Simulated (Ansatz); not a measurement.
Zinc-blende InN (metastable phase), treated with BLYP in Ansatz (plane waves, PAW).

Numerical settings: plane-wave cutoff 520 eV, 12×12×12 k mesh, Fermi–Dirac smearing 0.01 eV, scalar-relativistic PAW data made under PBE.

Pressure at four volumes; x = ln(V/16.743 Å³). One pressure is withheld.

```json
[
 {"V (Å³/atom)": "15.739", "x": "-0.0618", "P (GPa)": "7.72"},
 {"V (Å³/atom)": "16.743", "x": "0.0000", "P (GPa)": "0.01"},
 {"V (Å³/atom)": "17.413", "x": "0.0392", "P (GPa)": "-3.83"},
 {"V (Å³/atom)": "17.748", "x": "0.0583", "P (GPa)": "?"}
]
```

Pass a parabola P(x) through the three rows shown, estimate the bulk modulus and its pressure derivative near zero pressure, and predict the withheld pressure.

Slopes between the rows: (0.01 − (7.72))/(0.0000 − (-0.0618)) = -124.76 and (-3.83 − (0.01))/(0.0392 − (0.0000)) = -97.96 GPa. Their difference over the span 0.1010 is c = 26.80/0.1010 = 265.3 GPa, so P(x) = 7.72 + (-124.76)(x − (-0.0618)) + 265.3 (x − (-0.0618))(x − (0.0000)). At the middle row B = −dP/dx = −[-124.76 + 265.3 × 0.0618] = 108.4 GPa, and B′ = dB/dP = 2c/B = 4.9. At x = 0.0583 the parabola gives -5.41 GPa; the run gives -5.43 GPa. The Birch–Murnaghan fit to the energies at all volumes has B0 = 107 GPa and B′ = 4.8.

Note: the gap of the solid is closed in this run; this level leaves the solid without a gap, although one is measured.

Spin–orbit coupling is not included; it can open a gap where bands touch, and shift volumes and moduli.

Ansatz is an electronic-structure program.
